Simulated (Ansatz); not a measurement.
# How well the gap of K4IBr3 (ordered model alloy, started on the KBr lattice) (Cmmm) can be computed, part 2 of 2

The study climbs from cheap functionals to G0W0 on K4IBr3 (ordered model alloy, started on the KBr lattice) (Cmmm) and then asks what each convergence step is worth.

Ansatz 0.2.0; density functionals, hybrids, G0W0, plane waves, PAW. Known limits of the many-body steps: not at the basis limit; no spin-orbit coupling.

So far. Step 5 (HSE06): The gap stands +1.46 eV against LDA. Step 6 (G0W0, 2×2×2 mesh, 246 empty bands, screening to 34 eV …): The gap on the mesh goes from 3.86 eV to 5.86 eV, a correction of +2.00 eV. Between the two edge states, bare exchange in place of the xc potential would open the gap by 7.27 eV, and correlation takes back 5.27 eV.

## 7. G0W0, 2×2×2 mesh, 973 empty bands, screening to 85 eV, PAW set soft_1 files

Level of this step: G0W0 on LDA, plane waves, PAW; PAW set soft_1 (Ansatz).

Bands and screening cutoff are moved together, since each hides the error of the other.

input.yaml reads:

```yaml
crystal:
  lattice:
    - [-0.0021714508, 6.4903646622, 6.4905351599]
    - [6.4903646622, -0.0021714508, 6.4905351599]
    - [6.4881932114, 6.4881932114, 0.0]
  atoms:
    - { symbol: K, position: [-0.0123917543, 0.0123917543, 0.0] }
    - { symbol: K, position: [-0.0123917543, 0.0123917543, 0.5] }
    - { symbol: K, position: [-0.0060389877, 0.4939610123, 0.0060389877] }
    - { symbol: K, position: [-0.0060389877, 0.4939610123, 0.5060389877] }
    - { symbol: K, position: [0.5060389877, 0.0060389877, -0.0060389877] }
    - { symbol: K, position: [0.5060389877, 0.0060389877, 0.4939610123] }
    - { symbol: K, position: [0.5123917543, 0.4876082457, 0.0] }
    - { symbol: K, position: [0.5123917543, 0.4876082457, 0.5] }
    - { symbol: Br, position: [0.25, 0.25, 0.25] }
    - { symbol: Br, position: [0.25, 0.25, 0.75] }
    - { symbol: I, position: [0.25, 0.75, 0.25] }
    - { symbol: I, position: [0.25, 0.75, 0.75] }
    - { symbol: Br, position: [0.75, 0.25, 0.25] }
    - { symbol: Br, position: [0.75, 0.25, 0.75] }
    - { symbol: Br, position: [0.75, 0.75, 0.25] }
    - { symbol: Br, position: [0.75, 0.75, 0.75] }
kpoints:
  mp_grid: { grid: [2, 2, 2] }
hamiltonian:
  xc: lda
  pseudopotentials: { kind: paw, azcp: { folder: soft_1 }, xc_functional: pbe }
scf:
  occupations: { method: fixed }
gw:
  n_empty_bands: 973
  ecut_chi: 85.0
  qp_bands: [v4, c4]
  qp_kpoints: band_edges
  screening: { model: contour_deformation }
```

Run with:

```
$ ansatz run input.yaml --threads 4 --pin off --max-ram 17510MiB --backend cpu --events-out ev --progress --plain --runs-dir out
```

Numbers of over 12 decimals in the logs are rounded to 6 here.

Log:

```text
[...]
Crystal: 16 atoms, lattice volume = 546.825 Å³
Basis set: ecut = 420 eV, 10777 PW (Γ)
Bands: 90, of which v1, the nominal top of the filled ones, is band 74 counted from 1 (73 counted from 0)
Symmetry: 16 space group operations
[...]
k-points: 5 of 8
[...]
SCF iter   1: F=—  HF=-42879.054994 eV  |F-HF|=—  |Δ(HF+E_count)|=         —  Δρ=3.99e-2  dr2=1.57e1  ethr=3.10e-3  ⟨swp⟩=5.2  Hψ=1447  notcnv=0  defer=61
[...]
SCF iter   8: F=-42872.113223 eV  HF=-42872.113223 eV  |F-HF|=4.68e-8  |Δ(HF+E_count)|=   8.04e-8  Δρ=2.60e-6  dr2=3.13e-8  ethr=6.76e-11  ⟨swp⟩=18.6  Hψ=3207  notcnv=0
SCF 1 converged in 8 iterations: F = -42872.113223 eV  dr2 = 3.13e-8
[...]
G₀W₀ screening: q 1/5
[... further progress lines ...]
[...]
SCF converged after 8 iterations
Free energy (F): -42872.113223 eV
[...]
Internal energy: -42872.113223 eV  (E = F + TS)
E sigma→0 (E₀):  -42872.113223 eV
Fermi energy:    2.258729 eV
[...]
--- Band table (eV; the first three rows and the last of 5) ---
  k-point 0: bands = [... 70 lower, 1.9232, 2.0667, 2.1005, 2.2587, 6.1168, 7.1059, 7.1173, 7.1209, ... 12 higher]
  k-point 1: bands = [... 70 lower, 1.8766, 1.8766, 1.9460, 1.9460, 7.4063, 7.4063, 7.9801, 7.9801, ... 12 higher]
  k-point 2: bands = [... 70 lower, 1.6836, 1.8792, 1.9756, 2.1930, 7.3582, 7.4954, 7.9680, 7.9844, ... 12 higher]
  k-point 4: bands = [... 70 lower, 1.7186, 1.7378, 1.8825, 2.1915, 7.6262, 7.6445, 7.6759, 7.9907, ... 12 higher]
[...]
bands read: the sum over 1047 bands ends inside a degenerate multiplet in 2 slots, whose members it reads at an even weight; the widest, k=1: bands 1047 to 1048 (counted from 1) at 1/2 each
[...]
0    71      1.9232   -17.5143     1.7855   -14.4361  0.8036     0.6086     0.6307  root
     0    72      2.0667   -18.3576     1.8875   -15.1832  0.8033     0.7587     0.7799  root
     0    73      2.1005   -18.3736     1.9004   -15.1869  0.8027     0.7929     0.8143  root
     0    74      2.2587   -17.7414     1.7070   -14.7893  0.8058     0.9944     1.0137  root
     0    75      6.1168    -4.8048    -3.2422    -9.1250  0.8493     7.2055     7.1948  root
     0    76      7.1059    -3.5433    -3.2268    -7.9474  0.8468     8.2971     8.2832  root
     0    77      7.1173    -3.5157    -3.2267    -7.9214  0.8470     8.3103     8.2963  root
     0    78      7.1209    -3.5112    -3.2260    -7.9165  0.8470     8.3141     8.3001  root
     1    71      1.8766   -17.7604     1.8483   -14.6180  0.8027     0.5606     0.5827  root
     1    72      1.8766   -17.7604     1.8483   -14.6180  0.8027     0.5606     0.5827  root
     1    73      1.9460   -17.8042     1.8565   -14.6560  0.8023     0.6322     0.6544  root
     1    74      1.9460   -17.8042     1.8565   -14.6560  0.8023     0.6322     0.6544  root
     1    75      7.4063    -5.1869    -3.3010    -9.6141  0.8426     8.5456     8.5325  root
     1    76      7.4063    -5.1869    -3.3010    -9.6141  0.8426     8.5456     8.5325  root
     1    77      7.9801    -4.0708    -3.3313    -8.6063  0.8417     9.2001     9.1842  root
     1    78      7.9801    -4.0708    -3.3313    -8.6063  0.8417     9.2001     9.1842  root
     2    71      1.6836   -16.8816     1.7546   -13.8216  0.8033     0.3550     0.3783  root
     2    72      1.8792   -17.4993     1.8039   -14.4005  0.8030     0.5620     0.5843  root
     2    73      1.9756   -18.0068     1.8848   -14.8318  0.8021     0.6635     0.6855  root
     2    74      2.1930   -17.3869     1.6673   -14.4775  0.8058     0.9315     0.9509  root
     2    75      7.3582    -5.2299    -3.2997    -9.6629  0.8428     8.5048     8.4914  root
     2    76      7.4954    -5.1768    -3.3081    -9.6021  0.8421     8.6256     8.6127  root
     2    77      7.9680    -3.9344    -3.3594    -8.5452  0.8430     9.2368     9.2194  root
     2    78      7.9844    -4.1940    -3.3082    -8.6643  0.8406     9.1611     9.1465  root
[...]
4    71      1.7186   -16.9310     1.7559   -13.8682  0.8034     0.3885     0.4118  root
     4    72      1.7378   -17.1414     1.7770   -14.0701  0.8030     0.4209     0.4435  root
     4    73      1.8825   -17.9114     1.8490   -14.7615  0.8038     0.5597     0.5817  root
     4    74      2.1915   -17.4028     1.6671   -14.4892  0.8060     0.9256     0.9451  root
     4    75      7.6262    -5.2898    -3.3844    -9.8950  0.8418     8.8628     8.8469  root
     4    76      7.6445    -4.6418    -3.3661    -9.2293  0.8417     8.8817     8.8659  root
     4    77      7.6759    -4.6877    -3.3860    -9.3142  0.8419     8.9328     8.9164  root
     4    78      7.9907    -3.4729    -3.3682    -8.1323  0.8449     9.3002     9.2819  root
```

Run time: 10 min. Hardware: 4 threads of Arm Neoverse V1, shared host; peak memory 10 GiB.

This step gave:

| Property | Result |
| --- | --- |
| bands summed | 1047 |
| RPA ε∞ on this mesh (eigenvalues) | 2.715, 2.715, 2.727 |
| plane waves in the screening matrix | 941 |
| q-points in the mesh | 8 |
| G0W0 gap on the mesh | 6.181 eV |
| k of the valence top | 0, 0, 0 |
| k of the conduction bottom | 0, 0, 0 |
| starting gap on the mesh | 3.858 eV |
| Z at the valence top | 0.8058 |
| Z at the conduction bottom | 0.8493 |
| least direct G0W0 gap on the computed points | 6.181 eV |

Against the run with 2×2×2 mesh, 246 empty bands, screening to 34 eV, PAW set soft_1 files, the gap moves by +0.32 eV.

Limits: finite bands, cutoff and mesh; no spin-orbit coupling. v1 is the top filled band, c1 the lowest empty one. Levels before and after the correction, in eV, zero at the valence-band top of each column:

|  | conduction bottom | valence top |
| --- | --- | --- |
| Kohn-Sham | 3.86 | 0.00 |
| G0W0 | 6.18 | 0.00 |

|  | level | occupation | energy (eV) |
| --- | --- | --- | --- |
| Kohn-Sham | Γ v4 | 2 | -0.336 |
| Kohn-Sham | Γ v3 | 2 | -0.192 |
| Kohn-Sham | Γ v2 | 2 | -0.158 |
| Kohn-Sham | Γ v1 | 2 | 0.000 |
| Kohn-Sham | Γ c1 | 0 | 3.858 |
| Kohn-Sham | Γ c2 | 0 | 4.847 |
| Kohn-Sham | Γ c3-c4 | 0 | 4.859 |
| G0W0 | Γ v4 | 2 | -0.383 |
| G0W0 | Γ v3 | 2 | -0.234 |
| G0W0 | Γ v2 | 2 | -0.199 |
| G0W0 | Γ v1 | 2 | 0.000 |
| G0W0 | Γ c1 | 0 | 6.181 |
| G0W0 | Γ c2 | 0 | 7.269 |
| G0W0 | Γ c3-c4 | 0 | 7.283 |

The parts of the quasiparticle energy at the two band edges (eV; QP = start + Σx + Σc − Vxc):

```csv
run,edge,start,Σx,Σc,Vxc,Z,QP
320 bands,valence top,2.26,-17.74,2.19,-14.79,0.82,1.50
320 bands,conduction bottom,6.12,-4.80,-3.08,-9.12,0.85,7.36
1047 bands,valence top,2.26,-17.74,1.71,-14.79,0.81,1.01
1047 bands,conduction bottom,6.12,-4.80,-3.24,-9.12,0.85,7.19
```

## 8. The ladder

Times are wall times on 4 threads of Arm Neoverse V1, shared host, good to a factor of about two. G0W0 rows are gaps on the mesh, lowered by the amount that the mesh misses the start's edges, a rough step that assumes the same correction there.

| level | gap (eV) | least direct gap (eV) | time |
| --- | --- | --- | --- |
| LDA | 3.86 | 3.86 | 36 s |
| LDA+SOC | 3.63 | 3.63 | 4 min |
| r2SCAN | 4.88 | 4.88 | 39 s |
| HSE06 | 5.32 | 5.32 | 2.9 min |
| G0W0@LDA (246 empty bands) | 5.86 | - | 77 s |
| G0W0@LDA (973 empty bands) | 6.18 | - | 10 min |

## 9. Adding up the best estimate

```
                                                                   term      eV  running total (eV)
                                             G0W0 on the mesh, top rung   6.181               6.181
to the limit, by a line in one over the bands through the two top rungs  +0.143               6.324
                                            spin-orbit change, from LDA  −0.234               6.090
```

## 10. Results

| Item | Value |
| --- | --- |
| LDA gap | 3.86 eV, in a supercell, where edges may be folded |
| HSE06 | 5.32 eV |
| G0W0, top rung on the mesh | 6.18 eV |
| best estimate, G0W0@LDA with spin-orbit change | 6.09 eV |
| GW settings of the top rung | 2×2×2 mesh, 973 empty bands, screening to 85 eV, PAW set soft_1 files |
| known limits | one-shot GW, static lattice; one k mesh, untested |

In words: The best estimate for G0W0@LDA is 6.09 eV, in a supercell, where edges may be folded, against 3.63 eV at the start (both with spin-orbit coupling). The limit rests on the two highest rungs, unchecked by another pair. Among the functionals HSE06 comes nearest: −1.00 eV from the estimate without its spin-orbit term (6.32 eV). All runs took 20 min, 59 % of it in G0W0.

[Paths, hosts, dates, memory and timing lines, banners, echoed tables and standing remarks are left out of the program output.]

[Logs are printed without paths, hosts, clocks, repeated set-up lines and the standing remarks that a program may print on its own settings, such as how far it seeks lower states.]

[Runs of the session that timed out or met a known fault of the program may be left out.]

[Cells called generated may have been cut or substituted from an entry of the Crystallography Open Database or the Materials Project.]

[Hosts, paths, dates, database ids (printed as entryN), source tags and the programs' standing remarks are cut or masked in the printed files.]
